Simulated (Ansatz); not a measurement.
# KF: how the settings move a single-point run

Question: which choices in the input matter for KF?

Computed with Ansatz 0.2.0 (reference: DFT, LDA, all-electron LAPW, scalar-relativistic; levels and slopes on a fine mesh, independent-particle optical spectra, unless a step's input says otherwise).

**1. Starting point**

Symmetry: Pm-3m, No. 221, cubic system. The conventional cell has a = 3.083 Å, b = 3.083 Å, c = 3.083 Å, α = 90.00°, β = 90.00°, γ = 90.00°. K (site symmetry m-3m) has 8 F at 2.67 Å as nearest neighbours. Around F (site symmetry m-3m) lie 8 K at 2.67 Å.

As a file:

```
K F
1.0
     3.08323    0.00000    0.00000
     0.00000    3.08323    0.00000
     0.00000    0.00000    3.08323
K F
1 1
Cartesian
  0.0000 0.0000 0.0000
  1.5416 1.5416 1.5416
```

**2. Baseline**

input.yaml

```yaml
crystal:
  lattice:
    - [3.08323018911, 0.0, 0.0]
    - [0.0, 3.08323018911, 0.0]
    - [0.0, 0.0, 3.08323018911]
  atoms:
    - { symbol: K, position: [0.0, 0.0, 0.0] }
    - { symbol: F, position: [0.5, 0.5, 0.5] }
kpoints:
  mp_grid: { grid: [8, 8, 8] }
scf:
  occupations: { method: fixed }
hamiltonian:
  xc: lda
  pseudopotentials: { kind: all_electron, lapw: { basis_error: 0.001 } }
output:
  forces: true
  stress: true
  eigenvalues: true
  eigenstates:
    nscf_kmesh: { grid: [12, 12, 12] }
    de_dk: true
    e_range: [-4, 11.2227194668]
  optics:
    e_range: [0, 30]
    de: 0.2
    sigma: 0.25
    bands: { spectra_wanted_up_to: 30 }
    nscf_kmesh: { grid: [12, 12, 12] }
checkpoint:
  write: ck
  write_wavefunctions: false
```

Started as:

```sh
ansatz run input.yaml --threads 1 --pin off --max-ram 3072MiB --backend cpu --events-out ev --progress --plain --runs-dir out
```

**3. Variant: mp_grid.shift [0.5, 0.5, 0.5], occupations.method fermi_dirac, occupations.width 0.01**

input.yaml, as its differences from that of step 2:

```diff
@@ -9,5 +9,5 @@
 kpoints:
-  mp_grid: { grid: [8, 8, 8] }
+  mp_grid: { grid: [8, 8, 8], shift: [0.5, 0.5, 0.5] }
 scf:
-  occupations: { method: fixed }
+  occupations: { method: fermi_dirac, width: 0.01 }
 hamiltonian:
```

Before running it: what results should come out? Wanted: for each run, ending; energy change; pressure; gap; force.

**Answer**, as computed:

```csv
run,ending,energy change,pressure (GPa),gap (eV),force (eV/Å),cycles,time
reference,converged,0,0.0,7.21,0.00,-,37 s
"1: mp_grid.shift [0.5, 0.5, 0.5], occupations.method fermi_dirac, occupations.width 0.01",converged,0.0 meV/atom (σ→0),0.0,7.62,0.00,10,35 s
```

Residual by cycle in the longest SCF loop of each run; runs are numbered as in the table. The quantity is the density residual dr2, in eV.

```csv
cycle,reference,run 1
1,0.596,0.596
2,0.0022,0.0022
3,0.0322,0.0322
4,5.2e-5,5.3e-5
5,6.8e-6,6.8e-6
6,3.6e-6,3.6e-6
7,1.2e-7,1.2e-7
8,1.5e-9,1.5e-9
9,7.6e-12,7.6e-12
10,5.3e-15,5.9e-15
```

**Reading.** Changing the k-point mesh and smearing moves the energy by 0.0 meV/atom (σ→0 values), and the gap on the mesh goes from 7.21 to 7.62 eV. More than one kind of setting changed, and this run alone doesn't tell their shares apart. A gap read on a mesh depends on which points the mesh holds, and a coarse mesh shifts the density too.

These are semilocal Kohn-Sham gaps, which aren't the measured quantity. Such gaps usually fall short of the measured ones.
